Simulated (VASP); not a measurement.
# Cr (Im-3m) in VASP: notebook

One crystal, Cr, is run at these levels: PBEsol; tasks: single point.

Everything below comes from runs of VASP 6.6.1. Logs are shortened: lines on timing, memory, paths and dates and some standing lists are left out, and cuts for length are marked.

### Step 1. The cell of the first run

It takes space group Im-3m (No. 229, cubic). Conventional cell: a = 2.983 Å, b = 2.983 Å, c = 2.983 Å, α = 90.00°, β = 90.00°, γ = 90.00°. Cr (site symmetry m-3m) has 8 Cr at 2.58 Å as nearest neighbours.

### Step 2. Single point, PBEsol (Mo replaced by Cr, lengths x 0.942, strained and moved within the space group)

INCAR reads:

```
SYSTEM = Cr
PREC = Accurate
ENCUT = 520
EDIFF = 1E-7
ISMEAR = 0
SIGMA = 0.1
LREAL = .FALSE.
LASPH = .TRUE.
NELM = 60
ALGO = Fast
ISIF = 2
LWAVE = .FALSE.
LCHARG = .FALSE.
GGA = PS
NBANDS = 12
```

KPOINTS reads:

```
regular mesh
0
G
  20 20 20
  0 0 0
```

POSCAR reads:

```
Cr
1.0
   -1.4916282854      1.4916282854      1.4916282854
    1.4916282854     -1.4916282854      1.4916282854
    1.4916282854      1.4916282854     -1.4916282854
Cr
1
Direct
    0.0000000000      0.0000000000      0.0000000000
```

Potentials or basis: VASP PAW PBE potentials, release 64 (Cr_pv).

Launch:

```sh
cat potpaw_PBE.64/Cr_pv/POTCAR > POTCAR
mpirun -np 1 vasp_std > vasp.out
```

OUTCAR:

```text
SYSTEM = Cr
   PREC = Accurate
   ENCUT = 520
   EDIFF = 1E-7
   ISMEAR = 0
   LREAL = .FALSE.
   LASPH = .TRUE.
   NELM = 60
   ISIF = 2
   GGA = PS

 ion  position               nearest neighbor table
   1  0.000  0.000  0.000-

  LATTYP: Found a body centered cubic cell.
 ALAT       =     2.9832565708

  Lattice vectors:

 A1 = (  -1.4916282854,   1.4916282854,   1.4916282854)
 A2 = (   1.4916282854,  -1.4916282854,   1.4916282854)
 A3 = (   1.4916282854,   1.4916282854,  -1.4916282854)

Analysis of symmetry for initial positions (statically):
=====================================================================
 Subroutine PRICEL returns:
 Original cell was already a primitive cell.

 Routine SETGRP: Setting up the symmetry group for a
 body centered cubic supercell.

 Subroutine GETGRP returns: Found 48 space group operations
 (whereof 48 operations were pure point group operations)
 out of a pool of 48 trial point group operations.

The static configuration has the point symmetry O_h .

Analysis of symmetry for dynamics (positions and initial velocities):
=====================================================================
 Subroutine PRICEL returns:
 Original cell was already a primitive cell.

 Routine SETGRP: Setting up the symmetry group for a
 body centered cubic supercell.

 Subroutine GETGRP returns: Found 48 space group operations
 (whereof 48 operations were pure point group operations)
 out of a pool of 48 trial point group operations.

The dynamic configuration has the point symmetry O_h .

 Subroutine INISYM returns: Found 48 space group operations
 (whereof 48 operations are pure point group operations),
 and found     1 'primitive' translations

----------------------------------------------------------------------------------------

                                     Primitive cell

  volume of cell :      13.2752

  direct lattice vectors                    reciprocal lattice vectors
    -1.491628285  1.491628285  1.491628285     0.000000000  0.335204156  0.335204156
     1.491628285 -1.491628285  1.491628285     0.335204156  0.000000000  0.335204156
     1.491628285  1.491628285 -1.491628285     0.335204156  0.335204156  0.000000000

  length of vectors
     2.583575976  2.583575976  2.583575976     0.474050263  0.474050263  0.474050263

  position of ions in fractional coordinates (direct lattice)
     0.000000000  0.000000000  0.000000000

  ion indices of the primitive-cell ions
   primitive index   ion index
[... 82 lines left out ...]
   TEBEG  =    0.0;   TEEND  =   0.0 temperature during run
   PSTRESS=    0.0 pullay stress
   NELECT =      12.0000    total number of electrons
   NUPDOWN=      -1.0000    fix difference up-down
   EMIN   =  10.00;   EMAX   =-10.00  energy-range for DOS
   EFERMI =   0.00;   METHOD = LEGACY
   ISMEAR =     0;   SIGMA  =   0.10  broadening in eV -4-tet -1-fermi 0-gaus
   EFERMI_NEDOS =   21; number of points for ismear=-14 and -15
   IALGO  =     68    algorithm
   IMIX   =      4    mixing-type and parameters
     AMIX     =   0.40;   BMIX     =  1.00
     AMIX_MAG =   1.60;   BMIX_MAG =  1.00
  volume/ion in A,a.u.               =      13.28        89.59
  Fermi-wavevector in a.u.,A,eV,Ry     =   1.582904  2.991255 34.090564  2.505586
  Thomas-Fermi vector in A             =   2.682756
   LORBIT       =      0    0 simple, 1 ext, 2 COOP (PROOUT), +10 PAW based schemes
   GGA     = PS    functional components
   LHFCALC =     F    Hartree Fock is set to
   AEXX    =    0.0000 exact exchange contribution
   IVDW    =     0    specifies the selected vdW correction
   LEPSILON=     F    determine dielectric tensor
   LRPA    =     F    only Hartree local field effects (RPA)
 non-spin polarized calculation
 RMM-DIIS sequential band-by-band and
 Gauss-broadening in eV      SIGMA  =   0.10
  energy-cutoff  :      520.00
  volume of cell :       13.28
 maximum number of plane-waves:       370
   NGX =  9   NGY =  9   NGZ =  9

 number of electron      12.0000000 magnetization

 Free energy of the ion-electron system (eV)
  ---------------------------------------------------
  ext. energy  EPLUGINS =         0.00000000
  ---------------------------------------------------
  free energy    TOTEN  =        -9.97711395 eV

  energy without entropy =       -9.97308512  energy(sigma->0) =       -9.97509953

 E-fermi :   8.9597     XC(G=0): -13.0365

 val. band max:        8.9595830593   @ k =   0.4000   0.0500   0.0000
 cond. band min:       8.9603229802   @ k =  -0.2000   0.3000   0.1000
 fundamental gap:      0.0007399209
 Fermi energy:         8.9597142786

 k-point     1 :       0.0000    0.0000    0.0000
  band No.  band energies     occupation
      1     -33.7935      2.00000
      2     -33.7935      2.00000
      3     -33.7935      2.00000
      4       1.6101      2.00000
      5       8.2082      2.00000
      6       8.2082      2.00000
      7       8.2082      2.00000
      8       9.8883      0.00000
      9       9.8883      0.00000
     10      15.9768      0.00000
     11      30.1669      0.00000
     12      30.1669      0.00000
[... 331 lines left out ...]
 k-point    24 :       0.2500    0.1000    0.0000
  band No.  band energies     occupation
      1     -34.1913      2.00000
      2     -33.9247      2.00000
      3     -33.8150      2.00000
      4       4.6140      2.00000
      5       7.3479      2.00000
      6       7.7177      2.00000
      7       9.5865      0.00000
      8      10.1063      0.00000
      9      10.4003      0.00000
     10      15.9759      0.00000
     11      22.3846      0.00000
     12      25.6917      0.00000

 [... further k-points ...]

------------------------ aborting loop because EDIFF is reached ----------------------------------------

  FORCE on cell =-STRESS in cart. coord.  units (eV):
  Direction    XX          YY          ZZ          XY          YZ          ZX
  --------------------------------------------------------------------------------------
  -------------------------------------------------------------------------------------
  Total       -2.8326620     -2.8326620     -2.8326620     -0.0000000      0.0000000     -0.0000000
  in kB     -341.8719898   -341.8719898   -341.8719898     -0.0000000      0.0000000     -0.0000000
  external PRESSURE =    -341.8719898 kB  Pullay stress =       0.0000000 kB

 VOLUME and BASIS-vectors are now :
 -----------------------------------------------------------------------------
  energy-cutoff  :      520.00
  volume of cell :       13.28
      direct lattice vectors                 reciprocal lattice vectors
    -1.491628285  1.491628285  1.491628285     0.000000000  0.335204156  0.335204156
     1.491628285 -1.491628285  1.491628285     0.335204156  0.000000000  0.335204156
     1.491628285  1.491628285 -1.491628285     0.335204156  0.335204156  0.000000000

 POSITION                                       TOTAL-FORCE (eV/Angst)
 -----------------------------------------------------------------------------------
      0.00000      0.00000      0.00000         0.000000      0.000000      0.000000
 -----------------------------------------------------------------------------------
    total drift:                                0.000000     -0.000000      0.000000

  FREE ENERGIE OF THE ION-ELECTRON SYSTEM (eV)
  ---------------------------------------------------
  free  energy   TOTEN  =        -9.9771139452 eV

  energy  without entropy=       -9.9730851210  energy(sigma->0) =       -9.97509953
```

OSZICAR:

```text
N       E                     dE             d eps       ncg     rms          rms(c)
DAV:   1     0.818666497598E+02    0.81867E+02   -0.71344E+03  6168   0.117E+03
DAV:   2    -0.107257847814E+02   -0.92592E+02   -0.89307E+02  6248   0.295E+02
DAV:   3    -0.120647976556E+02   -0.13390E+01   -0.13302E+01  7012   0.426E+01
DAV:   4    -0.120725119448E+02   -0.77143E-02   -0.77141E-02  6580   0.324E+00
DAV:   5    -0.120726118889E+02   -0.99944E-04   -0.99942E-04  6800   0.344E-01    0.121E+01
RMM:   6    -0.100186993908E+02    0.20539E+01   -0.61136E+00  6537   0.283E+01    0.257E+00
RMM:   7    -0.998950012774E+01    0.29199E-01   -0.15206E-01  6809   0.464E+00    0.129E+00
RMM:   8    -0.997938077545E+01    0.10119E-01   -0.18949E-02  7098   0.120E+00    0.380E-01
RMM:   9    -0.997709541730E+01    0.22854E-02   -0.62746E-03  6935   0.956E-01    0.349E-02
RMM:  10    -0.997711548903E+01   -0.20072E-04   -0.17991E-04  7091   0.204E-01    0.124E-02
RMM:  11    -0.997711330758E+01    0.21815E-05   -0.31289E-05  7677   0.809E-02    0.310E-03
RMM:  12    -0.997711406987E+01   -0.76229E-06   -0.24516E-06  7199   0.208E-02    0.163E-03
RMM:  13    -0.997711396052E+01    0.10935E-06   -0.37193E-07  5477   0.912E-03    0.579E-04
RMM:  14    -0.997711394525E+01    0.15272E-07   -0.11777E-07  4499   0.450E-03
   1 F= -.99771139E+01 E0= -.99750995E+01  d E =-.402882E-02
```

Wall time 22 s (1 thread of Intel Xeon Platinum 8488C (Sapphire Rapids), shared host); peak memory 0.15 GiB.

Results:

- Free energy: -9.9771 eV
- Pressure: -34.2 GPa
- Band gap on the k mesh: none (metal or under the smearing width)

Caveat: the cell as given lies far from equilibrium; so large a pressure means that the cell lies far from this level's equilibrium, or that cutoff or potentials fall short; the potentials were made for another functional, which shifts forces and pressure; the run has no spin polarisation, though such a crystal can be magnetic.

### Step 3. Single point, PBEsol, collinear spin, typed start (Mo replaced by Cr, lengths x 0.942, strained and moved within the space group)

INCAR reads:

```
SYSTEM = Cr
  ALGO = Fast
  EDIFF = 1E-6
  ENCUT = 520
  GGA = PS
  ISIF = 2
  ISMEAR = 0
  ISPIN = 2
  LASPH = .True.
  LCHARG = .True.
  LELF = .True.
  LMAXMIX = 4
  LORBIT = 11
  LREAL = .False.
  LVHAR = .True.
  LWAVE = .False.
  MAGMOM = 3
  NBANDS = 16
  NELM = 150
  PREC = Accurate
  SIGMA = 0.1
```

KPOINTS reads:

```
k-points
0
Gamma
  8 8 8
  0 0 0
```

POSCAR is that of step 2.

Potentials or basis: VASP PAW PBE potentials, release 64 (Cr_pv).

Launch:

```sh
cat potpaw_PBE.64/Cr_pv/POTCAR > POTCAR
mpirun -np 1 vasp_std > vasp.out
```

It took 8.4 s on 1 thread of Intel Xeon Platinum 8488C (Sapphire Rapids), shared host; peak memory 0.13 GiB.

It converged, with:

- Free energy: -9.9762 eV
- Pressure: -34.3 GPa
- Band gap on the k mesh: none (metal or under the smearing width)
- Net moment: 0.00 μB per cell
- Valence electrons inside the program's atomic spheres: Cr 10.78

Levels at points of the mesh, in eV from the Fermi level:
Spin up:
```csv
k point,band 3,band 4,band 5,band 6,band 7,band 8,band 9,band 10
"(0.00, 0.00, 0.00)",-42.63,-7.21,-0.62,-0.62,-0.62,1.06,1.06,7.13
"(0.50, 0.00, 0.00)",-42.63,-3.66,-1.89,0.98,1.04,1.31,2.46,7.12
"(0.50, 0.50, 0.50)",-43.04,-3.42,-3.42,2.15,2.15,2.15,7.13,9.55
```
Spin down:
```tsv
k point	band 4	band 5	band 6	band 7	band 8	band 9
(0.00, 0.00, 0.00)	-7.21	-0.62	-0.62	-0.62	1.06	1.06
(0.50, 0.00, 0.00)	-3.66	-1.89	0.98	1.04	1.31	2.46
(0.50, 0.50, 0.50)	-3.42	-3.42	2.15	2.15	2.15	7.13
```

Caveat: the k mesh is coarse (spacing up to 0.37 Å⁻¹), so the values aren't converged; the starting moments collapsed, and a magnetic state may lie lower; the cell as given lies far from equilibrium; so large a pressure means that the cell lies far from this level's equilibrium, or that cutoff or potentials fall short; the potentials were made for another functional, which shifts forces and pressure.
